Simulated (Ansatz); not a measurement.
Method: Ansatz 0.2.0, DFT PBE, scalar-relativistic, plane waves, PAW. All cells share a 420 eV cutoff and Γ-centred k meshes spaced about 0.3 Å⁻¹ or finer (0.25 for metals, 2π included). No spin polarisation in the final relaxations.

All energies are static (0 K, no zero-point motion). All come from trial cells, and lower structures may exist.

**Question.** These unrelaxed guesses for Al6N are each relaxed within their symmetry. Order them by the energy at which they end, lowest first.
A.

```cif
data_structure
_symmetry_space_group_name_H-M 'P-3m1'
_symmetry_Int_Tables_number 164
_cell_length_a 2.9000
_cell_length_b 2.9000
_cell_length_c 13.6500
_cell_angle_alpha 90.000
_cell_angle_beta 90.000
_cell_angle_gamma 120.000
_cell_volume 99.42
loop_
_atom_site_label
_atom_site_type_symbol
_atom_site_symmetry_multiplicity
_atom_site_Wyckoff_symbol
_atom_site_fract_x
_atom_site_fract_y
_atom_site_fract_z
_atom_site_occupancy
Al1 Al 2 d 0.33333 0.66667 0.09000 1
Al2 Al 2 d 0.66667 0.33333 0.42000 1
Al3 Al 2 c 0.00000 0.00000 0.74200 1
N1 N 1 a 0.00000 0.00000 0.00000 1
```

B.

```cif
data_structure
_symmetry_space_group_name_H-M 'Cm'
_symmetry_Int_Tables_number 8
_cell_length_a 5.7516
_cell_length_b 7.6560
_cell_length_c 5.5678
_cell_angle_alpha 90.000
_cell_angle_beta 115.446
_cell_angle_gamma 90.000
_cell_volume 221.39
loop_
_atom_site_label
_atom_site_type_symbol
_atom_site_symmetry_multiplicity
_atom_site_Wyckoff_symbol
_atom_site_fract_x
_atom_site_fract_y
_atom_site_fract_z
_atom_site_occupancy
Al1 Al 2 a 0.82660 0.00000 0.27163 1
Al2 Al 4 b 0.18881 0.85766 0.26410 1
Al3 Al 4 b 0.76996 0.14052 0.91383 1
Al4 Al 2 a 0.94531 0.00000 0.86422 1
N1 N 2 a 0.48824 0.00000 0.25278 1
```

C.

```cif
data_structure
_symmetry_space_group_name_H-M 'P3m1'
_symmetry_Int_Tables_number 156
_cell_length_a 2.9200
_cell_length_b 2.9200
_cell_length_c 26.9200
_cell_angle_alpha 90.000
_cell_angle_beta 90.000
_cell_angle_gamma 120.000
_cell_volume 198.78
loop_
_atom_site_label
_atom_site_type_symbol
_atom_site_symmetry_multiplicity
_atom_site_Wyckoff_symbol
_atom_site_fract_x
_atom_site_fract_y
_atom_site_fract_z
_atom_site_occupancy
Al1 Al 1 c 0.66667 0.33333 0.67430 1
Al2 Al 1 a 0.00000 0.00000 0.75570 1
Al3 Al 1 b 0.33333 0.66667 0.83710 1
Al4 Al 1 b 0.33333 0.66667 0.59290 1
Al5 Al 1 b 0.33333 0.66667 0.09290 1
Al6 Al 1 c 0.66667 0.33333 0.18570 1
Al7 Al 1 a 0.00000 0.00000 0.00000 1
Al8 Al 1 a 0.00000 0.00000 0.26710 1
Al9 Al 1 c 0.66667 0.33333 0.91860 1
Al10 Al 1 c 0.66667 0.33333 0.43000 1
Al11 Al 1 a 0.00000 0.00000 0.51140 1
Al12 Al 1 b 0.33333 0.66667 0.34860 1
N1 N 1 a 0.00000 0.00000 0.07060 1
N2 N 1 b 0.33333 0.66667 0.16340 1
```

**Answer.** C (ends in P3m1, 0 meV/atom), A (ends in P-3m1, 116 meV/atom), B (ends in Cm, 157 meV/atom).

With atoms moved at random, P3m1 came back. Without a clear test, and held by symmetry: P-3m1 and Cm. Some structure types and database cells were kept out of the candidates from the start, so a known form may be missing.
